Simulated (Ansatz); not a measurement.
Runs of Ansatz 0.2.0 on Pt. The structure is cubic, space group Fm-3m (No. 225). The conventional cell has a = 3.922 Å, b = 3.922 Å, c = 3.922 Å, α = 90.00°, β = 90.00°, γ = 90.00°. Pt (site symmetry m-3m) is surrounded by 12 Pt at 2.77 Å. 

```csv
task,level,spin,U,cell,k mesh,smearing,driver,eos,hubbard projectors,double counting,points for each segment of the path,other keys,gap on the mesh (eV),pressure (GPa)
relaxation of cell and atoms,PBE,off,-,relaxed,12 × 12 × 12,fermi-dirac 0.05 eV,-,-,-,-,-,-,none,0.0
band structure,PBE,off,-,as given,12 × 12 × 12,fermi-dirac 0.05 eV,-,-,-,-,14,-,none,10.3
single point,PBE,off,-,as given,12 × 12 × 12,gaussian 0.011 eV,-,-,-,-,-,-,none,(a)
band structure,PBE,"SOC, no magnetisation",-,as given,9 × 9 × 9,fermi-dirac 0.05 eV,-,-,-,-,14,-,none,9.9
band structure,LDA,off,-,as given,12 × 12 × 12,fermi-dirac 0.05 eV,-,-,-,-,14,-,none,-6.0
```

Alike in all rows: potentials or basis Ansatz PAW; cutoff (eV) 420.

Problem. Estimate the missing entries.

Solution. (a) 10.2.

Caveats: spin-orbit coupling is left out, which moves the levels of the heavy elements (some runs); the plane-wave basis is chosen anew once the cell has moved, so the energies of steps on either side of that aren't comparable (some runs); the PAW data sets come from PBE, with cores solved anew for the run's functional, which leaves a small shift of forces and pressure (some runs).

A k mesh can miss the band edges, and rows without SOC leave out spin-orbit coupling on Pt.

A gap of «none» marks a metal or a gap under the smearing width.
